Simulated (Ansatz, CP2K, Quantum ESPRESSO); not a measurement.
# Fitting the LDA energy curve of Ni3Al

```xyz
4
Lattice="3.5231 0.0000 0.0000 0.0000 3.5231 0.0000 0.0000 0.0000 3.5231" Properties=species:S:1:pos:R:3 pbc="T T T"
Ni    1.7615    1.7615    0.0000
Ni    1.7615    0.0000    1.7615
Ni    0.0000    1.7615    1.7615
Al    0.0000    0.0000    0.0000
```

The cell is a database's computed one, not the measured one.

The cell was scaled at fixed shape and fractions and run with CP2K, GTH_POTENTIALS Ni GTH-PADE-q18, Al GTH-PADE-q3; TZVP-MOLOPT-SR-GTH, TZVP-MOLOPT-PBE-GTH basis; LDA, k mesh 8 × 8 × 8 on the cell of 4 atoms, fermi-dirac occupations of 0.01 eV, collinear spin, ferromagnetic start, no spin-orbit coupling. Energies are those that the program minimises, any entropy of the smearing included. For a metal such a mesh isn't converged to the digits shown. The magnetic state is the one that the start led to, which needn't be the lowest.

```tsv
V (Å³/atom)	energy over the lowest row (meV/atom)
10.2760	2.17
10.4947	0.00
10.7133	4.11
10.9320	?
11.1506	28.81
11.3692	48.25
11.5879	71.70
```

**Question.** Fit the third-order Birch-Murnaghan form, give V0, B0 and B′, and predict the energy left open.

**Answer.** With y = (V0/V)^(2/3), E = E0 + (9 V0 B0/16) [(y - 1)³ B′ + (y - 1)² (6 - 4y)]. Least squares through the rows shown give V0 = 10.4573 Å³/atom, E0 = -0.11 meV, B0 = 226.3 GPa (1 eV/Å³ = 160.218 GPa) and B′ = 4.37, with a largest miss of 0.02 meV. At V = 10.9320 the form with these constants gives 13.95 meV; the run gave 13.92 meV an atom. Other set-ups at this level, from all their volumes (Å³/atom, GPa): Ansatz, all-electron LAPW, scalar-relativistic: V0 10.535, B0 221.3; Quantum ESPRESSO, GBRV 1.5 LDA: V0 10.562, B0 220.6.
